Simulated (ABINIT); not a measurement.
SnTe:

```
Te Sn
1.0
     0.00000    3.15085    3.15085
     3.15085    0.00000    3.15085
     3.15085    3.15085    0.00000
Te Sn
1 1
Direct
  0.50000 0.50000 0.50000
  0.00000 0.00000 0.00000
```

Base run:

| Property | Result |
| --- | --- |
| Program | ABINIT 10.8.3 (patched build) |
| Functional | PBEsol |
| Potentials or basis | PseudoDojo NC SR PBEsol v0.4.1 standard |
| Cutoff | 1088 eV |
| k mesh | 5 × 5 × 5 |
| Occupations | fermi-dirac, width 0.05 eV |
| Spin | no spin polarisation |

Its results: pressure -0.3 GPa.

**Question.** After a change of settings the same cell gave: pressure -0.7 GPa. Which change was it?
A. functional from PBEsol to PBE; potentials or basis from PseudoDojo NC SR PBEsol v0.4.1 standard to SPMS NC PBE v1.0; cutoff from 1088 eV to 707 eV
B. functional from PBEsol to PBE; potentials or basis from PseudoDojo NC SR PBEsol v0.4.1 standard to PseudoDojo NC SR PBE v0.4.1 standard; cutoff from 1088 eV to 925 eV
C. cutoff from 1088 eV to 925 eV
D. functional from PBEsol to PBE; potentials or basis from PseudoDojo NC SR PBEsol v0.4.1 standard to PseudoDojo NC SR PBE v0.4.1 standard

**Answer.** C.

Not every run made on this cell is shown here.
